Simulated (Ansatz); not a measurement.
Pt films: biaxial stress and wafer bow

Plane-wave DFT in Ansatz, PBEsol, scalar-relativistic PAW potentials, cutoff 420 eV, no spin-orbit coupling; no spin polarisation. Pt in space group Fm-3m, strained equally along a and b of the conventional cell, with c and the atoms relaxed within the symmetry (a film with c along the normal). Stress is the in-plane mean, tension positive.

```tsv
strain (%)	stress (GPa)	E − E(0) (meV/atom)
-3.0	-10.16	25.8
-2.0	?	10.5
-1.0	-2.78	2.3
+0.0	-0.01	0.0
+1.0	2.16	1.9
+2.0	3.98	7.7
+3.0	5.21	16.4
```

Task: Fit the stress, get the biaxial modulus and predict the missing row.

Result: A parabola through the given rows is σ = -0.03 + 2.552 ε -0.2720 ε² GPa (ε in %), so M = dσ/dε = 255 GPa at zero. It predicts -6.22 GPa at -2.0 %; the run gave -6.20 GPa. The miss is 0.02 GPa, so the fit holds. The negative square term means that the film is stiffer in compression than in tension. The energies check it: E/V = Mε² at small strain, and a cubic fit with V = 15.04 Å³/atom gives M = 251 GPa, in agreement.

Task: How much does a 100 nm film at +0.5 % strain bow a 300 mm Si(001) wafer 775 μm thick?

Result: The fit, without its small constant, gives σ = 1.21 GPa. Stoney's formula, κ = 6σt_f/(M_s t_s²) with M_s = 180.5 GPa for Si(001) (literature), gives |κ| = 6.70×10⁻³ m⁻¹ and a bow κr²/2 = 75.3 μm at r = 150 mm, with the film side concave (tension pulls the edges up). This assumes a single-crystal or fully textured, unrelaxed film at 0 K.

The cell has no gap in any row, so the stresses hang on mesh and smearing.

Cost: about 8 core-minutes for the runs cited, on Arm Neoverse V1 (shared hosts).

The film stiffens under in-plane compression and softens under tension, and the energies show the same asymmetry: 25.8 meV/atom at -3.0 % against 16.4 meV/atom at +3.0 %. Part of this is ordinary anharmonicity, since overlap repulsion rises steeply as atoms are pushed together while the d-band cohesion weakens more gently as they separate. The geometry probably adds to it: stretching a and b while c contracts takes the fcc cell along the Bain path towards bcc, where the energy curve must flatten, whereas compression leads away from it. The withheld point lies between computed strains, so it supports the parabola as an interpolation but not as a guide to larger strains or to the ideal strength.

The modulus and the bow belong to a (001) film. Platinum usually grows with (111) texture, and that plane is elastically stiffer in biaxial strain because platinum resists the shear involved more strongly there, so such a film at the same strain should bow the wafer more.
